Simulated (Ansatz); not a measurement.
Results of RPBE in Ansatz (plane waves, PAW) for rock-salt NaBr.

Numerical settings: plane-wave cutoff 520 eV, 10×10×10 k mesh, Fermi–Dirac smearing 0.01 eV, scalar-relativistic PAW data made under PBE.

Equation-of-state points:

```json
[
 {"V (Å³/atom)": "27.930", "E − E_lowest (meV/atom)": "5.98", "P (GPa)": "1.137"},
 {"V (Å³/atom)": "28.524", "E − E_lowest (meV/atom)": "2.56", "P (GPa)": "0.716"},
 {"V (Å³/atom)": "29.118", "E − E_lowest (meV/atom)": "0.62", "P (GPa)": "0.338"},
 {"V (Å³/atom)": "29.713", "E − E_lowest (meV/atom)": "0.00", "P (GPa)": "0.000"},
 {"V (Å³/atom)": "30.307", "E − E_lowest (meV/atom)": "0.57", "P (GPa)": "-0.303"},
 {"V (Å³/atom)": "30.901", "E − E_lowest (meV/atom)": "2.21", "P (GPa)": "-0.574"},
 {"V (Å³/atom)": "31.495", "E − E_lowest (meV/atom)": "4.80", "P (GPa)": "-0.818"}
]
```

Estimate the bulk modulus from the pressures at 29.118 and 30.307 Å³/atom, and compare it with a fit to all energies.

B = −V dP/dV. Between V = 29.118 and 30.307 Å³/atom, dP/dV = (-0.303 − (0.338))/(30.307 − 29.118) = -0.539 GPa per Å³/atom; at the midpoint 29.712 Å³/atom this gives B ≈ 16.0 GPa. The third-order Birch–Murnaghan fit gives V0 = 29.713 Å³/atom, B0 = 16.0 GPa, B′ = 4.5, which lies within 1 % of that estimate.

Measured, for comparison: bulk modulus 22.6 GPa (4 K, zero-point motion not removed; as tabulated in Doll and Stoll (1998), arXiv:cond-mat/9801031); equilibrium volume per atom 26.01 Å³/atom (low temperature, zero-point motion not removed; as tabulated in Doll and Stoll (1998), arXiv:cond-mat/9801031). Computed (rounded) less measured: bulk modulus -29 %, equilibrium volume per atom +14.2 %.

Note: the cell is over a tenth larger than the published one: the level's own overestimate first of all, though another phase or state, or a fault of the published cell, is possible.

The computed numbers hold no vibrational or temperature effects.

Ansatz is a program for electronic structure.
